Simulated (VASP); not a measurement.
# Ag in VASP: a series of runs

Aim: see how the results for Ag move with the level of theory and the settings. Levels: PBE+D4, PBE+TS, PBE+TS-HI, LDA, PBE. Tasks: relaxation of the atoms.

Program: VASP 6.6.1. These are calculated values, not measurements. Logs are shortened: lines on timing, memory, paths and dates and some standing lists are left out, and cuts for length are marked.

**1. The slab as given**

The cell holds a slab with vacuum, 7 atoms: a = 2.946 Å, b = 2.946 Å, c = 29.409 Å, α = 90.00°, β = 90.00°, γ = 120.00°.

The slab is cut from a database's or a generator's crystal, which needn't be the stable form of the element.

**2. Relaxation of the atoms, PBE+D4**

Contents of INCAR:

```
SYSTEM = Ag
ALGO = Fast
DIPOL = 0.5 0.5 0.500
EDIFF = 1E-6
EDIFFG = -0.01
ENCUT = 520
GGA = PE
IBRION = 2
IDIPOL = 3
ISIF = 2
ISMEAR = -1
IVDW = 13
LASPH = .True.
LCHARG = .False.
LDIPOL = .True.
LREAL = .False.
LWAVE = .False.
NELM = 100
NSW = 40
PREC = Accurate
SIGMA = 0.05
```

Contents of KPOINTS:

```
k-points
0
Gamma
  7 7 1
  0 0 0
```

Contents of POSCAR:

```
Ag
1.0
    2.9460943265      0.0000000000      0.0000000000
   -1.4730471633      2.5513925288      0.0000000000
    0.0000000000      0.0000000000     29.4093000000
Ag
7
Selective dynamics
Direct
    0.0000000000      0.0000000000      0.2550213708  F F F
    0.6666666667      0.3333333333      0.3366377160  F F F
    0.3333333334      0.6666666667      0.4182540611  F F F
    0.6666666667      0.3333333333      0.5000000000  T T T
    0.3333333334      0.6666666667      0.5816163452  T T T
    0.0000000000      0.0000000000      0.6632326903  T T T
    0.3333333334      0.6666666667      0.7449786292  T T T
```

Potentials or basis: VASP PAW PBE potentials, release 64 (Ag).

Launch:

```console
$ cat potpaw_PBE.64/Ag/POTCAR > POTCAR
$ mpirun -np 1 vasp_std > vasp.out
```

OUTCAR:

```text
SYSTEM = Ag
   EDIFF = 1E-6
   EDIFFG = -0.01
   ENCUT = 520
   GGA = PE
   IBRION = 2
   ISIF = 2
   ISMEAR = -1
   IVDW = 13
   LASPH = .True.
   LREAL = .False.
   NELM = 100
   NSW = 40
   PREC = Accurate

 ion  position               nearest neighbor table
   1  0.000  0.000  0.255-   2 2.94   2 2.94   2 2.94
   2  0.667  0.333  0.337-   3 2.94   3 2.94   3 2.94   1 2.94   1 2.94   1 2.94
   3  0.333  0.667  0.418-   2 2.94   2 2.94   2 2.94   4 2.94   4 2.94   4 2.94
   4  0.667  0.333  0.500-   5 2.94   5 2.94   5 2.94   3 2.94   3 2.94   3 2.94
   5  0.333  0.667  0.582-   6 2.94   6 2.94   6 2.94   4 2.94   4 2.94   4 2.94
   6  0.000  0.000  0.663-   5 2.94   5 2.94   5 2.94   7 2.94   7 2.94   7 2.94
   7  0.333  0.667  0.745-   6 2.94   6 2.94   6 2.94

  LATTYP: Found a hexagonal cell.
 ALAT       =     2.9460943265
 C/A-ratio  =     9.9824706003

  Lattice vectors:

 A1 = (   2.9460943265,   0.0000000000,   0.0000000000)
 A2 = (  -1.4730471633,   2.5513925288,   0.0000000000)
 A3 = (   0.0000000000,   0.0000000000,  29.4093000000)

Analysis of symmetry for initial positions (statically):
=====================================================================
 Subroutine PRICEL returns:
 Original cell was already a primitive cell.

 Routine SETGRP: Setting up the symmetry group for a
 hexagonal supercell.

 Subroutine GETGRP returns: Found  6 space group operations
 (whereof  6 operations were pure point group operations)
 out of a pool of 24 trial point group operations.

The static configuration has the point symmetry C_3v.

Analysis of symmetry for dynamics (positions and initial velocities):
=====================================================================
 Subroutine PRICEL returns:
 Original cell was already a primitive cell.

 Routine SETGRP: Setting up the symmetry group for a
 hexagonal supercell.

 Subroutine GETGRP returns: Found  6 space group operations
 (whereof  6 operations were pure point group operations)
 out of a pool of 24 trial point group operations.

The dynamic configuration has the point symmetry C_3v.

Analysis of constrained symmetry for selective dynamics:
=====================================================================
 Subroutine PRICEL returns:
 Original cell was already a primitive cell.

 Routine SETGRP: Setting up the symmetry group for a
 hexagonal supercell.

 Subroutine GETGRP returns: Found  6 space group operations
 (whereof  6 operations were pure point group operations)
 out of a pool of 24 trial point group operations.

The constrained configuration has the point symmetry C_3v.

 Subroutine INISYM returns: Found  6 space group operations
 (whereof  6 operations are pure point group operations),
 and found     1 'primitive' translations

----------------------------------------------------------------------------------------

                                     Primitive cell

  volume of cell :     221.0592

  direct lattice vectors                    reciprocal lattice vectors
     2.946094326  0.000000000  0.000000000     0.339432445  0.195971413  0.000000000
    -1.473047163  2.551392529  0.000000000     0.000000000  0.391942827  0.000000000
     0.000000000  0.000000000 29.409300000     0.000000000  0.000000000  0.034002849

  length of vectors
     2.946094326  2.946094327 29.409300000     0.391942827  0.391942827  0.034002849

  position of ions in fractional coordinates (direct lattice)
     0.000000000  0.000000000  0.255021371
     0.666666667  0.333333333  0.336637716
     0.333333333  0.666666667  0.418254061
     0.666666667  0.333333333  0.500000000
     0.333333333  0.666666667  0.581616345
     0.000000000  0.000000000  0.663232690
     0.333333333  0.666666667  0.744978629

  ion indices of the primitive-cell ions
   primitive index   ion index
                 1           1
                 2           2
                 3           3
                 4           4
                 5           5
                 6           6
[... 31 lines left out ...]
[... 38 lines left out ...]
   LEPSILON=     F    determine dielectric tensor
   LRPA    =     F    only Hartree local field effects (RPA)
 conjugate gradient relaxation of ions
 non-spin polarized calculation
 RMM-DIIS sequential band-by-band and
  energy-cutoff  :      520.00
  volume of cell :      221.06
 maximum number of plane-waves:      6073
 NGX is ok and might be reduce to    24
   NGX = 11   NGY = 11   NGZ =109

--------------------------------------- Ionic step        1  -------------------------------------------

 number of electron      77.0000020 magnetization

 Free energy of the ion-electron system (eV)
  ---------------------------------------------------
  ext. energy  EPLUGINS =         0.00000000
  ---------------------------------------------------
  free energy    TOTEN  =       -18.49861343 eV

  energy without entropy =      -18.48728317  energy(sigma->0) =      -18.49294830

------------------------ aborting loop because EDIFF is reached ----------------------------------------

  DFT-D4 for vdW energy calculation

  Edisp (eV):   -3.32835
[... 120 lines left out ...]
  FREE ENERGIE OF THE ION-ELECTRON SYSTEM (eV)
  ---------------------------------------------------
  free  energy   TOTEN  =       -21.8354872509 eV

  energy  without entropy=      -21.8237247331  energy(sigma->0) =      -21.82960599

 vacuum level on the upper side and lower side of the slab       (xc-potential included)        -0.036        -0.002

[... ionic steps 4 to 13 ...]

--------------------------------------- Ionic step       14  -------------------------------------------

 number of electron      77.0000022 magnetization

------------------------ aborting loop because EDIFF is reached ----------------------------------------
[... 34 lines left out ...]
  FREE ENERGIE OF THE ION-ELECTRON SYSTEM (eV)
  ---------------------------------------------------
  free  energy   TOTEN  =       -21.8613563903 eV

  energy  without entropy=      -21.8484867382  energy(sigma->0) =      -21.85492156

 dipolmoment           0.000000      0.000000      0.012555 electrons x Angstroem

--------------------------------------- Ionic step       15  -------------------------------------------

 number of electron      77.0000023 magnetization

------------------------ aborting loop because EDIFF is reached ----------------------------------------
[... 40 lines left out ...]
--------------------------------------- Ionic step       16  -------------------------------------------

 number of electron      77.0000023 magnetization

 dipolmoment           0.000000      0.000000     -0.002216 electrons x Angstroem

 Free energy of the ion-electron system (eV)
  ---------------------------------------------------
  ext. energy  EPLUGINS =         0.00000000
  ---------------------------------------------------
  free energy    TOTEN  =       -18.48077456 eV

  energy without entropy =      -18.46778976  energy(sigma->0) =      -18.47428216

 E-fermi :   2.7043     XC(G=0):  -7.2603

 val. band max:        2.2891402409   @ k =   0.0000   0.0000   0.0000
 cond. band min:       2.7677434846   @ k =   0.1429   0.1429   0.0000
 fundamental gap:      0.4786032437
 Fermi energy:         2.7043044456

 k-point     1 :       0.0000    0.0000    0.0000
  band No.  band energies     occupation
      1      -4.9153      2.00000
      2      -4.4320      2.00000
      3      -3.8904      2.00000
      4      -3.6971      2.00000
      5      -3.5630      2.00000
      6      -3.3481      2.00000
[... 381 lines left out ...]
     45       7.7895      0.00000
     46       8.0855      0.00000

------------------------ aborting loop because EDIFF is reached ----------------------------------------

 vacuum level on the upper side and lower side of the slab       (xc-potential included)        -0.036         0.017

  DFT-D4 for vdW energy calculation

  Edisp (eV):   -3.38678

  FORCE on cell =-STRESS in cart. coord.  units (eV):
  Direction    XX          YY          ZZ          XY          YZ          ZX
  --------------------------------------------------------------------------------------
  -------------------------------------------------------------------------------------
  Total      -4.38747    -4.38747    -1.36878     0.00000     0.00000    -0.00000
  in kB     -31.79919   -31.79919    -9.92055     0.00000     0.00000    -0.00000
  external pressure =      -24.51 kB  Pullay stress =        0.00 kB
[... 22 lines left out ...]
  FREE ENERGIE OF THE ION-ELECTRON SYSTEM (eV)
  ---------------------------------------------------
  free  energy   TOTEN  =       -21.8675533853 eV

  energy  without entropy=      -21.8545685879  energy(sigma->0) =      -21.86106099

 reached required accuracy - stopping structural energy minimisation

 vacuum level on the upper side and lower side of the slab         6.900         6.953
```

It took 10 min on 1 thread of Intel Xeon Platinum 8559C (Emerald Rapids), shared host; peak memory 0.38 GiB.

What came out:

```yaml
Free_energy: -21.8676 eV
Energy_gained_by_relaxing: 5.8 meV/atom
Ionic_steps: 16
Band_gap_on_the_k_mesh: none (metal or under the smearing width)
Dispersion_energy_per_atom: -0.484 eV
```

Step by step:
| step | energy change (eV) | largest force (eV/Å) | pressure (GPa) |
| --- | --- | --- | --- |
| 1 | 0.0000 | 0.2735 | -3.39 |
| 2 | -0.0033 | 0.2727 | -3.35 |
| 3 | -0.0085 | 0.2727 | -3.27 |
| 4 | -0.0109 | 0.2796 | -3.09 |
| 5 | -0.0114 | 0.2743 | -3.15 |
| 6 | -0.0154 | 0.2731 | -3.11 |
| 7 | -0.0187 | 0.2736 | -3.05 |
| 8 | -0.0207 | 0.2751 | -2.91 |
| 9 | -0.0208 | 0.2766 | -2.95 |
| 10 | -0.0247 | 0.2725 | -2.90 |
| 11 | -0.0271 | 0.2732 | -2.85 |
| 12 | -0.0300 | 0.2731 | -2.76 |
| 13 | -0.0305 | 0.2726 | -2.71 |
| 14 | -0.0344 | 0.2734 | -2.66 |
| 15 | -0.0405 | 0.2742 | -2.47 |
| 16 | -0.0406 | 0.2743 | -2.45 |

Final structure:
```
CELL_PARAMETERS angstrom
2.94609 0.00000 0.00000
-1.47305 2.55139 0.00000
0.00000 0.00000 29.40930
ATOMIC_POSITIONS crystal
Ag 0.00000 0.00000 0.25502
Ag 0.66667 0.33333 0.33664
Ag 0.33333 0.66667 0.41825
Ag 0.66667 0.33333 0.49762
Ag 0.33333 0.66667 0.57688
Ag 0.00000 0.00000 0.65595
Ag 0.33333 0.66667 0.73464
```

Levels at points of the mesh, in eV from the Fermi level:
```csv
k point,band 35,band 36,band 37,band 38,band 39,band 40,band 41,band 42,band 43,band 44
"(0.00, 0.00, 0.00)",-3.41,-3.34,-3.24,-3.24,-3.19,-3.19,-2.00,-0.42,0.10,3.76
```

(Part 1 of 2 ends here.)
